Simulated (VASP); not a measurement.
GaN:

```
CELL_PARAMETERS angstrom
3.18000 0.00000 0.00000
-1.59000 2.75396 0.00000
0.00000 0.00000 5.16600
ATOMIC_POSITIONS crystal
Ga 0.33333 0.66667 0.00000
Ga 0.66667 0.33333 0.50000
N 0.33333 0.66667 0.37500
N 0.66667 0.33333 0.87500
```

Base run:

```yaml
Program: VASP 6.6.1
Functional: HSE06
Potentials_or_basis: VASP PAW PBE potentials, release 64 (Ga_d, N)
Cutoff: 520 eV
k_mesh: 6 × 6 × 4
Occupations: fermi-dirac, width 0.02 eV
Spin: no spin polarisation
```

Its results: band gap on the k mesh 3.27 eV, direct; pressure 0.9 GPa; largest force 0.154 eV/Å.

Problem. After a change of settings the same cell gave: band gap on the k mesh 2.38 eV, direct; pressure 2.2 GPa; largest force 0.137 eV/Å. Which change was it?
A. functional from HSE06 to PBE; k mesh from 6 × 6 × 4 to 8 × 8 × 5
B. functional from HSE06 to PBEsol; k mesh from 6 × 6 × 4 to 8 × 8 × 5
C. functional from HSE06 to r2SCAN; k mesh from 6 × 6 × 4 to 8 × 8 × 5

Solution. C.

Caveats: the PAW data sets were made with another functional, which shifts forces and pressure a little.
